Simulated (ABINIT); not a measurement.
# CuO (Tenorite) (C2/c) in ABINIT: equation of state

Aim: energy against volume of CuO (Tenorite) in PBE, for its equilibrium volume and stiffness.

All numbers are computed with ABINIT 10.8.3 (patched build); they aren't measurements. Logs are shortened: lines on timing, memory, paths and dates and some standing lists are left out, and cuts for length are marked. The log counts tension as positive stress, the text compression.

**1. The crystal as given**

Symmetry: C2/c, No. 15, monoclinic system. Conventional cell: a = 4.684 Å, b = 3.423 Å, c = 5.129 Å, α = 90.00°, β = 99.54°, γ = 90.00°. Cu (site symmetry -1) has 4 O at 1.95 to 1.96 Å as nearest neighbours. O (site symmetry 2) is surrounded by 4 Cu at 1.95 to 1.96 Å.

**2. Equation of state, PBE**

run.abi reads:

```
# Datasets: one volume each
ndtset 7
scalecart1 3*0.9795861087
scalecart2 3*0.9864848297
scalecart3 3*0.9932883884
scalecart4 3*1.0000000000
scalecart5 3*1.0066227096
scalecart6 3*1.0131594038
scalecart7 3*1.0196128224

# Pseudopotentials
pp_dirpath "./"
pseudos "Cu.GGA_PBE-JTH.xml, O.GGA_PBE-JTH.xml"

# Structure
acell 5.4811209356 5.4811209356 9.692027348
rprim
     0.8073996500    -0.5900049196     0.0000000000
     0.8073996500     0.5900049196     0.0000000000
    -0.1657361228     0.0000000000     0.9861701362
ntypat 2
znucl 29 8
natom 4
typat 1 1 2 2
xred
     0.5000000000     0.0000000000     0.5000000000
     0.0000000000     0.5000000000     0.0000000000
     0.4184000000     0.5816000000     0.7500000000
     0.5816000000     0.4184000000     0.2500000000
chkprim 0
chksymtnons 0
tolsym 1.0e-6

# Plane-wave basis
ecut 26.0
pawecutdg 48.0
pawxcdev 0

# k points
kptopt 1
ngkpt 10 10 5
nshiftk 1
shiftk 0.0 0.0 0.0

# Exchange and correlation
ixc 11

# Bands and occupations
nband 30
occopt 3
tsmear 0.00183747

# SCF cycle
nstep 100
tolvrs 1.0e-9

# Output
iomode 3
prtwf 0
prtden 0
prteig 0
prtebands 0
enunit 2
```

Potentials or basis: JTH PAW PBE v2.0.

Started as:

```console
> mpirun --bind-to none -np 4 abinit run.abi > log 2>&1
```

run.abo:

```text
.Version 10.8.3 of ABINIT
 DATASET    1 : space group C2/c (# 15); Bravais mC (1-face-center monocl.)
================================================================================
 Values of the parameters that define the memory need for DATASET  1.
     intxc =       0    ionmov =       0      iscf =      17    lmnmax =      18
     lnmax =       6     mgfft =      45  mpssoang =       3    mqgrid =    3001
     natom =       4  nloc_mem =       2    nspden =       1   nspinor =       1
    nsppol =       1      nsym =       4    n1xccc =       1    ntypat =       2
    occopt =       3   xclevel =       2
       mpw =        1650          nfft =       32805          nkpt =         141
Pmy_natom=         1
 PAW method is used; the additional fine FFT grid is defined by:
   mgfftf=        60    nfftf =     77760
================================================================================
================================================================================
[... 77 lines left out ...]
================================================================================
 Values of the parameters that define the memory need for DATASET  7.
     intxc =       0    ionmov =       0      iscf =      17    lmnmax =      18
     lnmax =       6     mgfft =      48  mpssoang =       3    mqgrid =    3040
     natom =       4  nloc_mem =       2    nspden =       1   nspinor =       1
    nsppol =       1      nsym =       4    n1xccc =       1    ntypat =       2
    occopt =       3   xclevel =       2
       mpw =        1860          nfft =       34992          nkpt =         141
Pmy_natom=         1
 PAW method is used; the additional fine FFT grid is defined by:
   mgfftf=        64    nfftf =     82944
================================================================================
================================================================================

--------------------------------------------------------------------------------
------------- Echo of variables that govern the present computation ------------
--------------------------------------------------------------------------------
 -outvars: echo values of preprocessed input variables --------
            acell      5.4811209356E+00  5.4811209356E+00  9.6920273480E+00 Bohr
              amu      6.35460000E+01  1.59994000E+01
          chkprim           0
      chksymtnons           0
             ecut      2.60000000E+01 Hartree
           enunit           2
                       outvar_i_n : Printing only first  50 k-points.
              ixc          11
           jdtset        1    2    3    4    5    6    7
                       outvar_i_n : Printing only first  50 k-points.
         kptrlatt       10    0    0      0   10    0      0    0    5
          kptrlen1     4.74708768E+01
          kptrlen2     4.78051897E+01
          kptrlen3     4.81348911E+01
          kptrlen4     4.84601367E+01
          kptrlen5     4.87810742E+01
          kptrlen6     4.90978432E+01
          kptrlen7     4.94105768E+01
            natom           4
            nband          30
           ndtset           7
            ngfft1         27      27      45
            ngfft2         27      27      45
[... 113 lines left out ...]

================================================================================

 chkinp: Checking input parameters for consistency, jdtset=   1.

 chkinp: Checking input parameters for consistency, jdtset=   2.
[... 52 lines left out ...]
- pspini: atom type   2  psp file is ./O.GGA_PBE-JTH.xml
 Pseudopotential format is: paw10
 basis_size (lnmax)=  4 (lmn_size=  8), orbitals=   0   0   1   1
 Spheres core radius: rc_sph= 1.41465230
 Shapefunction is SIN type: shapef(r)=[sin(pi*r/rshp)/(pi*r/rshp)]**2
 Radius for shape functions =  1.20231231
 Compensation charge density is not taken into account in XC energy/potential

   4.18034755E+03                                ecore*ucvol(ha*bohr**3)
--------------------------------------------------------------------------------

================================================================================

--- !BeginCycle
iteration_state: {dtset: 1, }
solver: {iscf: 17, nstep: 100, nline: 4, wfoptalg: 10, }
tolerances: {tolvrs: 1.00E-09, }
...
[... 1505 lines left out ...]
-Cartesian components of stress tensor (GPa)         [Pressure= -4.1447E+00 GPa]
- sigma(1 1)=  4.81044252E+00  sigma(3 2)=  0.00000000E+00
- sigma(2 2)=  9.29567605E-01  sigma(3 1)= -8.44493425E-02
- sigma(3 3)=  6.69419455E+00  sigma(2 1)=  0.00000000E+00

== END DATASET(S) ==============================================================
================================================================================

 -outvars: echo values of variables after computation  --------
            acell      5.4811209356E+00  5.4811209356E+00  9.6920273480E+00 Bohr
           etotal1    -4.2814181547E+02
           etotal2    -4.2814497774E+02
           etotal3    -4.2814726622E+02
           etotal4    -4.2814875476E+02
           etotal5    -4.2814953417E+02
           etotal6    -4.2814967906E+02
           etotal7    -4.2814925587E+02
            fcart1    -0.0000000000E+00 -0.0000000000E+00 -0.0000000000E+00
                      -0.0000000000E+00 -0.0000000000E+00 -0.0000000000E+00
                       7.9577084003E-21 -7.3198545560E-04 -1.7456890261E-21
                      -7.9577084003E-21  7.3198545560E-04  1.7456890261E-21
            fcart2     2.4834871710E-20 -0.0000000000E+00  4.1737578501E-21
                       2.4834871710E-20 -0.0000000000E+00  4.1737578501E-21
                      -1.1819972251E-19 -2.2662933004E-03 -2.1020868376E-20
                       6.8529979089E-20  2.2662933004E-03  1.2673352676E-20
            fcart3     5.4210108624E-20 -0.0000000000E+00  1.3552527156E-20
                       5.4210108624E-20 -0.0000000000E+00  1.3552527156E-20
[... 66 lines left out ...]
                       1.1709249992E+00  8.5564999938E-01  0.0000000000E+00
                       1.7043294289E+00  2.7928415980E-01  3.7934020433E+00
                       2.1293431419E+00 -2.7928415980E-01  1.2644673478E+00
           xangst5     7.5085124004E-01 -8.6131672085E-01  2.5456830956E+00
                       1.1786796955E+00  8.6131672085E-01  0.0000000000E+00
                       1.7156167078E+00  2.8113377768E-01  3.8185246435E+00
                       2.1434451632E+00 -2.8113377768E-01  1.2728415478E+00
           xangst6     7.5572703401E-01 -8.6690984323E-01  2.5622139684E+00
                       1.1863336741E+00  8.6690984323E-01  0.0000000000E+00
                       1.7267573881E+00  2.8295937283E-01  3.8433209526E+00
                       2.1573640282E+00 -2.8295937283E-01  1.2811069842E+00
           xangst7     7.6054071178E-01 -8.7243171086E-01  2.5785342426E+00
                       1.1938901433E+00  8.7243171086E-01  0.0000000000E+00
                       1.7377561393E+00  2.8476171042E-01  3.8678013639E+00
                       2.1711055708E+00 -2.8476171042E-01  1.2892671213E+00
             xred      5.0000000000E-01  4.4434862953E-17  5.0000000000E-01
                       3.5074093669E-17  5.0000000000E-01  0.0000000000E+00
                       4.1840000000E-01  5.8160000000E-01  7.5000000000E-01
                       5.8160000000E-01  4.1840000000E-01  2.5000000000E-01
 Calculation completed.
```

It took 11 min on 4 MPI ranks of Arm Neoverse V1, shared host; peak memory 0.68 GiB.

What came out:

```
Equilibrium volume                        : 10.49 Å³/atom
Bulk modulus at fixed shape and positions : 163 GPa
Pressure derivative of the bulk modulus   : 4.6
```

Energy against volume, from the lowest point:
| volume (Å³/atom) | energy (meV/atom) |
| --- | --- |
| 9.527 | 53.49 |
| 9.730 | 31.98 |
| 9.932 | 16.41 |
| 10.135 | 6.29 |
| 10.338 | 0.99 |
| 10.540 | 0.00 |
| 10.743 | 2.88 |

Caveat: pressures at fixed basis lie under the slope of the energies; the cell was scaled at fixed shape and fractional positions, which overstates the stiffness of a crystal with free parameters, most of all of layers and chains; the run has no spin polarisation, though such a crystal can be magnetic.
